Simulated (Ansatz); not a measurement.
# Hf: energy and pressure over a range of volumes

Aim: scale the cell of Hf up and down at fixed shape and fractional positions, and get the equilibrium volume and bulk modulus with LAPW, PAW and all-electron datasets made for the crystal.

Computed with Ansatz 0.2.0 (DFT PBE, scalar-relativistic, unless a step's input says otherwise).

### 1 Starting point

The structure is hexagonal, space group P6_3/mmc (No. 194). The conventional cell has a = 3.197 Å, b = 3.197 Å, c = 5.058 Å, α = 90.00°, β = 90.00°, γ = 120.00°. Hf (site symmetry -6m2) has 12 Hf at 3.13 to 3.20 Å as nearest neighbours.

Structure file:

```
Hf
1.0
     3.19670    0.00000    0.00000
    -1.59835    2.76842    0.00000
     0.00000    0.00000    5.05780
Hf
2
Cartesian
  0.0000 1.8456 1.2645
  1.5983 0.9228 3.7934
```

Structure: COD 9008501, as refined from experiment and not relaxed.

Atoms are numbered in the order of the input: Hf1, Hf2.

### 2 Volume × 0.9405, LAPW

The input, input.yaml:

```yaml
crystal:
  lattice:
    - [3.1319965898, 0.0, 0.0]
    - [-1.5659982949, 2.7123886113, 0.0]
    - [0.0, 0.0, 4.9554289314]
  atoms:
    - { symbol: Hf, position: [0.3333333333, 0.6666666667, 0.25] }
    - { symbol: Hf, position: [0.6666666667, 0.3333333333, 0.75] }
kpoints:
  mp_grid: { grid: [13, 13, 7] }
scf:
  occupations: { method: fermi_dirac, width: 0.05 }
hamiltonian:
  xc: pbe
  pseudopotentials: { kind: all_electron, lapw: { basis_error: 0.0005 } }
output:
  forces: true
  stress: true
  eigenvalues: true
```

### 3 Volume × 0.9405, PAW

input.yaml, as its differences from that of step 2:

```diff
@@ -14,3 +14,3 @@
   xc: pbe
-  pseudopotentials: { kind: all_electron, lapw: { basis_error: 0.0005 } }
+  pseudopotentials: { kind: paw }
 output:
@@ -19 +19,2 @@
   eigenvalues: true
+  efg: { contact_densities: true }
```

### 4 Volume × 0.9405, crystal datasets

input.yaml, as its differences from that of step 3:

```diff
@@ -14,3 +14,3 @@
   xc: pbe
-  pseudopotentials: { kind: paw }
+  pseudopotentials: { kind: all_electron, datasets: crystal }
 output:
```

### 5 Volume × 0.97, LAPW

The input, input.yaml:

```yaml
crystal:
  lattice:
    - [3.1644064323, 0.0, 0.0]
    - [-1.5822032162, 2.7404563583, 0.0]
    - [0.0, 0.0, 5.0067076179]
  atoms:
    - { symbol: Hf, position: [0.3333333333, 0.6666666667, 0.25] }
    - { symbol: Hf, position: [0.6666666667, 0.3333333333, 0.75] }
kpoints:
  mp_grid: { grid: [13, 13, 7] }
scf:
  occupations: { method: fermi_dirac, width: 0.05 }
hamiltonian:
  xc: pbe
  pseudopotentials: { kind: all_electron, lapw: { basis_error: 0.0005 } }
output:
  forces: true
  stress: true
  eigenvalues: true
```

### 6 Volume × 0.97, PAW

input.yaml, as its differences from that of step 5:

```diff
@@ -14,3 +14,3 @@
   xc: pbe
-  pseudopotentials: { kind: all_electron, lapw: { basis_error: 0.0005 } }
+  pseudopotentials: { kind: paw }
 output:
@@ -19 +19,2 @@
   eigenvalues: true
+  efg: { contact_densities: true }
```

### 7 Volume × 1.03, LAPW

The input, input.yaml:

```yaml
crystal:
  lattice:
    - [3.2283510632, 0.0, 0.0]
    - [-1.6141755316, 2.795834033, 0.0]
    - [0.0, 0.0, 5.1078804847]
  atoms:
    - { symbol: Hf, position: [0.3333333333, 0.6666666667, 0.25] }
    - { symbol: Hf, position: [0.6666666667, 0.3333333333, 0.75] }
kpoints:
  mp_grid: { grid: [13, 13, 7] }
scf:
  occupations: { method: fermi_dirac, width: 0.05 }
hamiltonian:
  xc: pbe
  pseudopotentials: { kind: all_electron, lapw: { basis_error: 0.0005 } }
output:
  forces: true
  stress: true
  eigenvalues: true
```

### 8 Volume × 1.03, PAW

input.yaml, as its differences from that of step 7:

```diff
@@ -14,3 +14,3 @@
   xc: pbe
-  pseudopotentials: { kind: all_electron, lapw: { basis_error: 0.0005 } }
+  pseudopotentials: { kind: paw }
 output:
@@ -19 +19,2 @@
   eigenvalues: true
+  efg: { contact_densities: true }
```

### 9 Volume × 1.06, LAPW

The input, input.yaml:

```yaml
crystal:
  lattice:
    - [3.2593948047, 0.0, 0.0]
    - [-1.6296974024, 2.8227187018, 0.0]
    - [0.0, 0.0, 5.1569977332]
  atoms:
    - { symbol: Hf, position: [0.3333333333, 0.6666666667, 0.25] }
    - { symbol: Hf, position: [0.6666666667, 0.3333333333, 0.75] }
kpoints:
  mp_grid: { grid: [13, 13, 7] }
scf:
  occupations: { method: fermi_dirac, width: 0.05 }
hamiltonian:
  xc: pbe
  pseudopotentials: { kind: all_electron, lapw: { basis_error: 0.0005 } }
output:
  forces: true
  stress: true
  eigenvalues: true
```

### 10 Volume × 1.06, PAW

input.yaml, as its differences from that of step 9:

```diff
@@ -14,3 +14,3 @@
   xc: pbe
-  pseudopotentials: { kind: all_electron, lapw: { basis_error: 0.0005 } }
+  pseudopotentials: { kind: paw }
 output:
@@ -19 +19,2 @@
   eigenvalues: true
+  efg: { contact_densities: true }
```

### 11 Volume × 1.06, crystal datasets

input.yaml, as its differences from that of step 10:

```diff
@@ -14,3 +14,3 @@
   xc: pbe
-  pseudopotentials: { kind: paw }
+  pseudopotentials: { kind: all_electron, datasets: crystal }
 output:
```

(Steps that only read results are left out.)

**Question.** What will these runs give? Wanted: equilibrium volume; bulk modulus (for each run or level that gives them).

As calculated:

| quantity | value |
| --- | --- |
| equilibrium volume (LAPW) | 22.546 Å³/atom |
| bulk modulus (LAPW) | 108 GPa |
| its pressure derivative (LAPW) | 3.4 |
| equilibrium volume (PAW) | 22.542 Å³/atom |
| bulk modulus (PAW) | 107 GPa |
| its pressure derivative (PAW) | 3.4 |

In words: By LAPW, the pressure vanishes at 22.55 Å³/atom (+0.7 % from the starting cell) and the bulk modulus there is 108 GPa (Birch-Murnaghan, third order). Shape and positions are held, so a fully relaxed modulus can be lower. PAW's volume lies -0.02 % and its modulus less than 0.1 % from LAPW's. No thermal or zero-point expansion is included. Spin-orbit coupling is left out, though the cell holds Hf; in elements this heavy it can shift bands and gaps by tenths of an eV.
